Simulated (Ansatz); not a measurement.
## PtS2: band structure with PBE

The system is PtS2.

```
Pt S
1.0
     3.54320    0.00000    0.00000
    -1.77160    3.06850    0.00000
     0.00000    0.00000    5.03880
Pt S
1 2
Direct
  0.00000 0.00000 0.00000
  0.66667 0.33333 0.77300
  0.33333 0.66667 0.22700
```

```yaml
Program: Ansatz 0.2.0
Task: band structure
Functional: PBE
Potentials_or_basis: Ansatz PAW
Cutoff: "420 eV (not typed: the program's choice for these potentials)"
k_mesh: 9 × 9 × 5
Occupations: fermi-dirac, width 0.05 eV
Spin: no spin polarisation
Path: "[[\"G\", \"M\", \"K\", \"G\", \"A\", \"L\", \"H\", \"A\"], [\"L\", \"M\"], [\"K\", \"H\"]]"
Points_for_each_segment_of_the_path: 14
```

| Property | Result |
| --- | --- |
| Pressure | 11.6 GPa |
| Largest force | 1.257 eV/Å |
| Band gap on the k mesh | 1.02 eV, indirect (least direct gap 1.07 eV) |
| Band gap along the path | 1.02 eV, indirect (least direct gap 1.54 eV) |

Forces on the atoms (eV/Å):
```
Pt   0.000  0.000  0.000
S    0.000  0.000 -1.257
S    0.000  0.000  1.257
```

Stress tensor (GPa, compression positive):
```
12.18  0.00  0.00
 0.00 12.18  0.00
 0.00  0.00 10.42
```

Levels at the corners of the path, in eV from the valence-band top:
| point | band 11 | band 12 | band 13 | band 14 | band 15 | band 16 | band 17 | band 18 | band 19 | band 20 |
| --- | --- | --- | --- | --- | --- | --- | --- | --- | --- | --- |
| Γ | -3.96 | -1.76 | -1.12 | -1.12 | -0.10 | 2.49 | 2.49 | 4.80 | 5.79 | 7.87 |
| M | -3.39 | -3.29 | -3.20 | -2.97 | -2.31 | 1.81 | 2.87 | 5.53 | 6.53 | 8.19 |
| K | -4.55 | -3.65 | -2.67 | -1.46 | -1.46 | 1.07 | 1.07 | 5.71 | 8.04 | 9.29 |
| Γ | -3.96 | -1.76 | -1.12 | -1.12 | -0.10 | 2.49 | 2.49 | 4.80 | 5.79 | 7.87 |
| A | -3.98 | -2.46 | -1.30 | -1.30 | -0.87 | 2.96 | 2.96 | 5.47 | 7.37 | 7.56 |
| L | -3.31 | -3.24 | -3.08 | -2.69 | -1.34 | 2.12 | 2.39 | 5.40 | 5.57 | 7.84 |
| H | -4.36 | -3.54 | -3.52 | -1.85 | -1.85 | 2.26 | 2.26 | 7.26 | 7.94 | 8.12 |
| A | -3.98 | -2.46 | -1.30 | -1.30 | -0.87 | 2.96 | 2.96 | 5.47 | 7.37 | 7.56 |
| L | -3.31 | -3.24 | -3.08 | -2.69 | -1.34 | 2.12 | 2.39 | 5.40 | 5.57 | 7.84 |
| M | -3.39 | -3.29 | -3.20 | -2.97 | -2.31 | 1.81 | 2.87 | 5.53 | 6.53 | 8.19 |
| K | -4.55 | -3.65 | -2.67 | -1.46 | -1.46 | 1.07 | 1.07 | 5.71 | 8.04 | 9.29 |
| H | -4.36 | -3.54 | -3.52 | -1.85 | -1.85 | 2.26 | 2.26 | 7.26 | 7.94 | 8.12 |

It took 4.9 s on 2 threads of Arm Neoverse V1, with other jobs on the host, peak memory 0.34 GiB.

Caveat: spin-orbit coupling is left out, which moves the levels of the heavy elements; forces of over 1 eV/Å show positions far from the minimum, so gaps and moduli don't describe the material at rest.
